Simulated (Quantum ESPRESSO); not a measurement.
Pt:

```xyz
2
Lattice="2.7607 0.0000 0.0000 -1.3803 2.3908 0.0000 0.0000 0.0000 4.7921" Properties=species:S:1:pos:R:3 pbc="T T T"
Pt    0.0000    1.5939    1.1980
Pt    1.3803    0.7969    3.5941
```

This isn't the form of Pt at room conditions, which is fcc.

- Program: Quantum ESPRESSO 7.5
- Task: single point
- Functional: PBE
- Potentials or basis: SSSP 1.3 efficiency PBE
- Cutoff: 748 eV
- Density cutoff: 5987 eV
- k mesh: 11 × 11 × 6
- Occupations: fermi-dirac, width 0.05 eV
- Spin: no spin polarisation

On this cell: pressure -1.3 GPa; largest force under 0.003 eV/Å; band gap on the k mesh none (metal or under the smearing width).

The same run follows on a disturbed copy (atoms moved at random, drawn with an rms of 0.05 Å):

```xyz
2
Lattice="2.7607 0.0000 0.0000 -1.3803 2.3908 0.0000 0.0000 0.0000 4.7921" Properties=species:S:1:pos:R:3 pbc="T T T"
Pt   -0.0429    1.6448    1.2117
Pt    1.4132    0.7717    3.5624
```

Problem. What does the disturbed cell give?

Solution. The energy (extrapolated to zero smearing) moves by +3.0 meV/atom; pressure -1.0 GPa; largest force 0.452 eV/Å; band gap on the k mesh none (metal or under the smearing width).

Forces in eV/Å, atoms in the order of the input:
```
Pt  -0.066  0.026 -0.447
Pt   0.066 -0.026  0.447
```

Stress tensor (GPa, compression positive):
```
-0.89  0.11 -0.15
 0.11 -0.30  0.21
-0.15  0.21 -1.88
```
